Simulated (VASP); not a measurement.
# GaSb (F-43m) in VASP: further runs, part 2 of 2

VASP 6.6.1.

### Step 4. Single point, PBE

This run uses another cell than the first one, of 28.62 Å³/atom, 0.943 times its volume.

INCAR

```
ALGO = Normal ; EDIFF = 1E-6
ENCUT = 520 ; GGA = PE
ISIF = 2 ; ISMEAR = 0
LASPH = T ; LCHARG = F
LREAL = F ; LWAVE = F
NBANDS = 16 ; NELM = 100
PREC = Accurate ; SIGMA = 0.014
```

KPOINTS

```
k-points
0
Gamma
  8 8 8
```

POSCAR

```
GaSb
1.0
    0.0000000000      3.0590000000      3.0590000000
    3.0590000000      0.0000000000      3.0590000000
    3.0590000000      3.0590000000      0.0000000000
Sb Ga
1 1
Direct
    0.7500000000      0.7500000000      0.7500000000
    0.0000000000      0.0000000000      0.0000000000
```

Potentials or basis: VASP PAW PBE potentials, release 64 (Sb, Ga_d).

The run is started by

```
cat potpaw_PBE.64/Sb/POTCAR potpaw_PBE.64/Ga_d/POTCAR > POTCAR
mpirun -np 1 vasp_std > vasp.out
```

OUTCAR:

```text
EDIFF = 1E-6
   ENCUT = 520
   GGA = PE
   ISIF = 2
   ISMEAR = 0
   LASPH = T
   LREAL = F
   NELM = 100
   PREC = Accurate

 ion  position               nearest neighbor table
   1  0.750  0.750  0.750-   2 2.65   2 2.65   2 2.65   2 2.65
   2  0.000  0.000  0.000-   1 2.65   1 2.65   1 2.65   1 2.65

  LATTYP: Found a face centered cubic cell.
 ALAT       =     6.1180000000

  Lattice vectors:

 A1 = (   0.0000000000,   3.0590000000,   3.0590000000)
 A2 = (   3.0590000000,   0.0000000000,   3.0590000000)
 A3 = (   3.0590000000,   3.0590000000,   0.0000000000)

Analysis of symmetry for initial positions (statically):
=====================================================================
 Subroutine PRICEL returns:
 Original cell was already a primitive cell.

 Routine SETGRP: Setting up the symmetry group for a
 face centered cubic supercell.

 Subroutine GETGRP returns: Found 24 space group operations
 (whereof 24 operations were pure point group operations)
 out of a pool of 48 trial point group operations.

The static configuration has the point symmetry T_d .

Analysis of symmetry for dynamics (positions and initial velocities):
=====================================================================
 Subroutine PRICEL returns:
 Original cell was already a primitive cell.

 Routine SETGRP: Setting up the symmetry group for a
 face centered cubic supercell.

 Subroutine GETGRP returns: Found 24 space group operations
 (whereof 24 operations were pure point group operations)
 out of a pool of 48 trial point group operations.

The dynamic configuration has the point symmetry T_d .

 Subroutine INISYM returns: Found 24 space group operations
 (whereof 24 operations are pure point group operations),
 and found     1 'primitive' translations
[... 103 lines left out ...]
   POTIM  = 0.5000    time-step for ionic-motion
   TEBEG  =    0.0;   TEEND  =   0.0 temperature during run
   PSTRESS=    0.0 pullay stress
   NELECT =      18.0000    total number of electrons
   NUPDOWN=      -1.0000    fix difference up-down
   EMIN   =  10.00;   EMAX   =-10.00  energy-range for DOS
   EFERMI =   0.00;   METHOD = LEGACY
   ISMEAR =     0;   SIGMA  =   0.01  broadening in eV -4-tet -1-fermi 0-gaus
   EFERMI_NEDOS =   21; number of points for ismear=-14 and -15
   IALGO  =     38    algorithm
   IMIX   =      4    mixing-type and parameters
     AMIX     =   0.40;   BMIX     =  1.00
     AMIX_MAG =   1.60;   BMIX_MAG =  1.00
  volume/ion in A,a.u.               =      28.62       193.17
  Fermi-wavevector in a.u.,A,eV,Ry     =   1.113208  2.103657 16.860766  1.239231
  Thomas-Fermi vector in A             =   2.249790
   LORBIT       =      0    0 simple, 1 ext, 2 COOP (PROOUT), +10 PAW based schemes
   GGA     = PE    functional components
   LHFCALC =     F    Hartree Fock is set to
   AEXX    =    0.0000 exact exchange contribution
   IVDW    =     0    specifies the selected vdW correction
   LEPSILON=     F    determine dielectric tensor
   LRPA    =     F    only Hartree local field effects (RPA)
 non-spin polarized calculation
 Gauss-broadening in eV      SIGMA  =   0.01
  energy-cutoff  :      520.00
  volume of cell :       57.25
 maximum number of plane-waves:      1572
   NGX = 17   NGY = 17   NGZ = 17

 number of electron      17.9999986 magnetization

 Free energy of the ion-electron system (eV)
  ---------------------------------------------------
  ext. energy  EPLUGINS =         0.00000000
  ---------------------------------------------------
  free energy    TOTEN  =        -7.34581917 eV

  energy without entropy =       -7.34580894  energy(sigma->0) =       -7.34581406

 E-fermi :   4.8917     XC(G=0):  -9.0882

 val. band max:        4.8713759910   @ k =   0.0000   0.0000   0.0000
 cond. band min:       4.9070871232   @ k =   0.0000   0.0000   0.0000
 fundamental gap:      0.0357111322
 Fermi energy:         4.8917016346

 k-point     1 :       0.0000    0.0000    0.0000
  band No.  band energies     occupation
      1     -10.1660      2.00000
      2     -10.1660      2.00000
      3     -10.1660      2.00000
      4     -10.1163      2.00000
      5     -10.1163      2.00000
      6      -6.6050      2.00000
[... 433 lines left out ...]
      3     -10.1492      2.00000
      4     -10.1194      2.00000
      5     -10.1161      2.00000
      6      -4.6265      2.00000
[... 8 lines left out ...]
     15      14.5291      0.00000
     16      15.0416      0.00000

 [... further k-points ...]
[... 5 lines left out ...]
  --------------------------------------------------------------------------------------
  -------------------------------------------------------------------------------------
  Total        0.8431563      0.8431563      0.8431563     -0.0000000     -0.0000000     -0.0000000
  in kB       23.5966448     23.5966448     23.5966448     -0.0000000     -0.0000000     -0.0000000
  external PRESSURE =      23.5966448 kB  Pullay stress =       0.0000000 kB

 VOLUME and BASIS-vectors are now :
 -----------------------------------------------------------------------------
  energy-cutoff  :      520.00
  volume of cell :       57.25
      direct lattice vectors                 reciprocal lattice vectors
     0.000000000  3.059000000  3.059000000    -0.163452109  0.163452109  0.163452109
     3.059000000  0.000000000  3.059000000     0.163452109 -0.163452109  0.163452109
     3.059000000  3.059000000  0.000000000     0.163452109  0.163452109 -0.163452109

 POSITION                                       TOTAL-FORCE (eV/Angst)
 -----------------------------------------------------------------------------------
      4.58850      4.58850      4.58850         0.000000      0.000000      0.000000
      0.00000      0.00000      0.00000        -0.000000     -0.000000     -0.000000
 -----------------------------------------------------------------------------------
    total drift:                               -0.000002     -0.000002     -0.000002

  FREE ENERGIE OF THE ION-ELECTRON SYSTEM (eV)
  ---------------------------------------------------
  free  energy   TOTEN  =        -7.3458191729 eV

  energy  without entropy=       -7.3458089394  energy(sigma->0) =       -7.34581406
```

OSZICAR:

```text
N       E                     dE             d eps       ncg     rms          rms(c)
DAV:   1     0.813043245012E+02    0.81304E+02   -0.85899E+03   952   0.136E+03
DAV:   2    -0.118414119617E+01   -0.82488E+02   -0.79461E+02  1112   0.293E+02
DAV:   3    -0.729194598035E+01   -0.61078E+01   -0.60916E+01  1128   0.643E+01
DAV:   4    -0.739850320974E+01   -0.10656E+00   -0.10655E+00  1200   0.943E+00
DAV:   5    -0.740083407210E+01   -0.23309E-02   -0.23308E-02  1112   0.125E+00    0.319E+00
DAV:   6    -0.735737301868E+01    0.43461E-01   -0.62203E-02  1352   0.390E+00    0.191E+00
DAV:   7    -0.734431284833E+01    0.13060E-01   -0.38484E-02  1040   0.158E+00    0.347E-01
DAV:   8    -0.734528118228E+01   -0.96833E-03   -0.44543E-03  1248   0.769E-01    0.844E-02
DAV:   9    -0.734576629301E+01   -0.48511E-03   -0.67112E-04  1056   0.212E-01    0.336E-02
DAV:  10    -0.734579976816E+01   -0.33475E-04   -0.41753E-05  1216   0.432E-02    0.971E-03
DAV:  11    -0.734581849110E+01   -0.18723E-04   -0.24952E-05  1072   0.297E-02    0.758E-03
DAV:  12    -0.734581917292E+01   -0.68182E-06   -0.14788E-06  1168   0.836E-03
   1 F= -.73458192E+01 E0= -.73458141E+01  d E =-.102335E-04
```

Run time: 14 s. Hardware: 1 thread of Intel Xeon 6975P-C (Granite Rapids), shared host; peak memory 0.18 GiB.

Results:

| Item | Value |
| --- | --- |
| Free energy | -7.3458 eV |
| Pressure | 2.4 GPa |
| Band gap on the k mesh | 0.04 eV, direct |

Levels at points of the mesh, in eV from the valence-band top:
| k point | band 6 | band 7 | band 8 | band 9 | band 10 | band 11 | band 12 | band 13 |
| --- | --- | --- | --- | --- | --- | --- | --- | --- |
| (0.00, 0.00, 0.00) | -11.48 | 0.00 | 0.00 | 0.00 | 0.04 | 2.77 | 2.77 | 2.77 |
| (0.50, 0.00, 0.00) | -9.85 | -6.37 | -1.15 | -1.15 | 0.40 | 3.75 | 3.75 | 6.47 |
| (0.50, 0.50, 0.00) | -9.02 | -6.81 | -2.57 | -2.57 | 0.90 | 1.25 | 8.68 | 8.68 |

Caveat: spin-orbit coupling is left out, which moves the levels of the heavy elements.

### Step 5. Single point, PBE

This run uses another cell than the first one, of 28.62 Å³/atom, 0.943 times its volume.

INCAR

```
SYSTEM = GaSb
PREC     = Accurate       ! precision mode
ENCUT    = 520            ! plane-wave cutoff, eV
EDIFF    = 1E-6           ! SCF threshold, eV
ISMEAR   = 0              ! smearing method
SIGMA    = 0.018000000000000002 ! smearing width, eV
LREAL    = .FALSE.        ! projectors in reciprocal space
LASPH    = .TRUE.         ! aspherical terms in the spheres
NELM     = 60             ! most SCF steps
ALGO     = Normal         ! electronic algorithm
ISIF     = 2              ! what is computed and relaxed
LWAVE    = .FALSE.        ! write WAVECAR
LCHARG   = .FALSE.        ! write CHGCAR
GGA      = PE             ! functional
NBANDS   = 16             ! bands
```

KPOINTS

```
Automatic mesh
0
G
  8 8 8
  0 0 0
```

POSCAR is that of step 4.

The run is started by

```
cat potpaw_PBE.64/Sb/POTCAR potpaw_PBE.64/Ga_d/POTCAR > POTCAR
mpirun -np 1 vasp_std > vasp.out
```

It took 14 s on 1 thread of Intel Xeon 6975P-C (Granite Rapids), shared host; peak memory 0.18 GiB.

It converged, with:

```yaml
Free_energy: -7.3458 eV
Pressure: 2.4 GPa
Band_gap_on_the_k_mesh: 0.04 eV, direct
```

Levels at points of the mesh, in eV from the valence-band top:
| k point | band 6 | band 7 | band 8 | band 9 | band 10 | band 11 | band 12 | band 13 |
| --- | --- | --- | --- | --- | --- | --- | --- | --- |
| (0.00, 0.00, 0.00) | -11.48 | 0.00 | 0.00 | 0.00 | 0.04 | 2.78 | 2.78 | 2.78 |
| (0.50, 0.00, 0.00) | -9.85 | -6.37 | -1.15 | -1.15 | 0.40 | 3.75 | 3.75 | 6.47 |
| (0.50, 0.50, 0.00) | -9.02 | -6.81 | -2.57 | -2.57 | 0.90 | 1.25 | 8.68 | 8.68 |

Caveat: spin-orbit coupling is left out, which moves the levels of the heavy elements.

### Step 6. Single point, PBE

This run uses another cell than the first one, of 28.62 Å³/atom, 0.943 times its volume.

INCAR

```
SYSTEM = GaSb
ALGO     = Normal         ! electronic algorithm
EDIFF    = 1E-6           ! SCF threshold, eV
ENCUT    = 520            ! plane-wave cutoff, eV
GGA      = PE             ! functional
ISIF     = 2              ! what is computed and relaxed
ISMEAR   = 0              ! smearing method
LASPH    = .TRUE.         ! aspherical terms in the spheres
LCHARG   = .TRUE.         ! write CHGCAR
LELF     = .TRUE.         ! ELF
LREAL    = .FALSE.        ! projectors in reciprocal space
LVHAR    = .TRUE.       
LWAVE    = .FALSE.        ! write WAVECAR
NBANDS   = 16             ! bands
NELM     = 100            ! most SCF steps
PREC     = Accurate       ! precision mode
SIGMA    = 0.024          ! smearing width, eV
```

KPOINTS

```
k-points
0
G
  8 8 8
  0 0 0
```

POSCAR is that of step 5.

Potentials or basis: VASP PAW PBE potentials, release 64 (Sb, Ga_d).

The run is started by

```
cat potpaw_PBE.64/Sb/POTCAR potpaw_PBE.64/Ga_d/POTCAR > POTCAR
mpirun -np 1 vasp_std > vasp.out
```

OUTCAR:

```text
SYSTEM = GaSb
   EDIFF = 1E-6
   ENCUT = 520
   GGA = PE
   ISIF = 2
   ISMEAR = 0
   LASPH = .TRUE.
   LREAL = .FALSE.
   NELM = 100
   PREC = Accurate

 ion  position               nearest neighbor table
   1  0.750  0.750  0.750-   2 2.65   2 2.65   2 2.65   2 2.65
   2  0.000  0.000  0.000-   1 2.65   1 2.65   1 2.65   1 2.65

  LATTYP: Found a face centered cubic cell.
 ALAT       =     6.1180000000

  Lattice vectors:

 A1 = (   0.0000000000,   3.0590000000,   3.0590000000)
 A2 = (   3.0590000000,   0.0000000000,   3.0590000000)
 A3 = (   3.0590000000,   3.0590000000,   0.0000000000)
[... 624 lines left out ...]
      4     -10.1187      2.00000
      5     -10.1154      2.00000
      6      -4.6266      2.00000
[... 8 lines left out ...]
     15      14.5290      0.00000
     16      15.0416      0.00000

 [... further k-points ...]
[... 5 lines left out ...]
  --------------------------------------------------------------------------------------
  -------------------------------------------------------------------------------------
  Total        0.8476813      0.8476813      0.8476813      0.0000000     -0.0000000      0.0000000
  in kB       23.7232803     23.7232803     23.7232803      0.0000000     -0.0000000      0.0000000
  external PRESSURE =      23.7232803 kB  Pullay stress =       0.0000000 kB

 VOLUME and BASIS-vectors are now :
 -----------------------------------------------------------------------------
  energy-cutoff  :      520.00
  volume of cell :       57.25
      direct lattice vectors                 reciprocal lattice vectors
     0.000000000  3.059000000  3.059000000    -0.163452109  0.163452109  0.163452109
     3.059000000  0.000000000  3.059000000     0.163452109 -0.163452109  0.163452109
     3.059000000  3.059000000  0.000000000     0.163452109  0.163452109 -0.163452109

 POSITION                                       TOTAL-FORCE (eV/Angst)
 -----------------------------------------------------------------------------------
      4.58850      4.58850      4.58850         0.000000     -0.000000     -0.000000
      0.00000      0.00000      0.00000        -0.000000      0.000000      0.000000
 -----------------------------------------------------------------------------------
    total drift:                               -0.000002     -0.000002     -0.000002

  FREE ENERGIE OF THE ION-ELECTRON SYSTEM (eV)
  ---------------------------------------------------
  free  energy   TOTEN  =        -7.3458339186 eV

  energy  without entropy=       -7.3457837769  energy(sigma->0) =       -7.34580885
```

stdout:

```text
POSCAR found type information on POSCAR SbGa
 POSCAR found :  2 types and       2 ions
 scaLAPACK will be used
 LDA part: xc-table for (Slater+PW92), standard interpolation
 POSCAR, INCAR and KPOINTS ok, starting setup
 FFT: planning ... GRIDC
 FFT: planning ... GRID_SOFT
 FFT: planning ... GRID
 WAVECAR not read
 entering main loop
```

It took 13 s on 1 thread of Intel Xeon 6975P-C (Granite Rapids), shared host; peak memory 0.18 GiB.

What came out:

```
Free energy            : -7.3458 eV
Pressure               : 2.4 GPa
Band gap on the k mesh : 0.04 eV, direct
```

Levels at points of the mesh, in eV from the valence-band top:
```tsv
k point	band 5	band 6	band 7	band 8	band 9	band 10	band 11	band 12	band 13	band 14
(0.00, 0.00, 0.00)	-14.99	-11.48	0.00	0.00	0.00	0.04	2.78	2.78	2.78	5.81
(0.50, 0.00, 0.00)	-14.99	-9.85	-6.37	-1.15	-1.15	0.40	3.75	3.75	6.47	9.36
(0.50, 0.50, 0.00)	-14.98	-9.02	-6.81	-2.57	-2.57	0.90	1.25	8.68	8.68	10.06
```

Caveat: spin-orbit coupling is left out, which moves the levels of the heavy elements.

### Step 7. Summary

```tsv
task	level	cell	cutoff (eV)	smearing	gap on the mesh (eV)	pressure (GPa)
single point	r2SCAN	a = 4.411 Å, angles 60.0°, 2 atoms	520	fermi-dirac 0.05 eV	-	-2.3
relaxation of cell and atoms	PBE exchange alone	relaxed from a = 4.326 Å, angles 60.0°, 2 atoms	600	fermi-dirac 0.05 eV	none	0.0
single point	PBE	a = 4.326 Å, angles 60.0°, 2 atoms	520	gaussian 0.014 eV	0.04	2.4
single point	PBE	a = 4.326 Å, angles 60.0°, 2 atoms	520	gaussian 0.018 eV	0.04	2.4
single point	PBE	a = 4.326 Å, angles 60.0°, 2 atoms	520	gaussian 0.024 eV	0.04	2.4
```

Alike in all rows: potentials or basis VASP PAW PBE potentials, release 64 (Sb, Ga_d); no spin polarisation; k mesh 8 × 8 × 8.

Caveats: spin-orbit coupling is left out, which moves the levels of the heavy elements; the PAW data sets were made with another functional, which shifts forces and pressure a little (some runs); the volume moved by over 15 % at a fixed basis, so the end points are rough (some runs); the volume moved by +28 % from the deposited cell, more than functionals usually miss (some runs).

Absolute energies hang on the potentials; compare differences alone.

### Step 8. How close it comes

Step 4. Against the measured gap of GaSb, 0.811 eV (direct; 4.2 K; a printed reference work, data compilation), the calculated 0.04 eV is off by -0.78 eV. Spin-orbit coupling on Ga, Sb is left out. The value is that of PBE on a finite k mesh, which can miss the band edges, without temperature or zero-point motion. Semilocal functionals fall short of measured gaps as a rule.

Step 5. A measured gap of GaSb is 0.811 eV (direct; 4.2 K; a printed reference work, data compilation); the calculated 0.04 eV misses it by -0.78 eV. Spin-orbit coupling on Ga, Sb is left out. The value is that of PBE on a finite k mesh, which can miss the band edges, without temperature or zero-point motion. Semilocal functionals fall short of measured gaps as a rule.

Step 6. A measured gap of GaSb is 0.811 eV (direct; 4.2 K; a printed reference work, data compilation); the calculated 0.04 eV misses it by -0.78 eV. Spin-orbit coupling on Ga, Sb is left out. The value is that of PBE on a finite k mesh, which can miss the band edges, without temperature or zero-point motion. Semilocal functionals fall short of measured gaps as a rule.
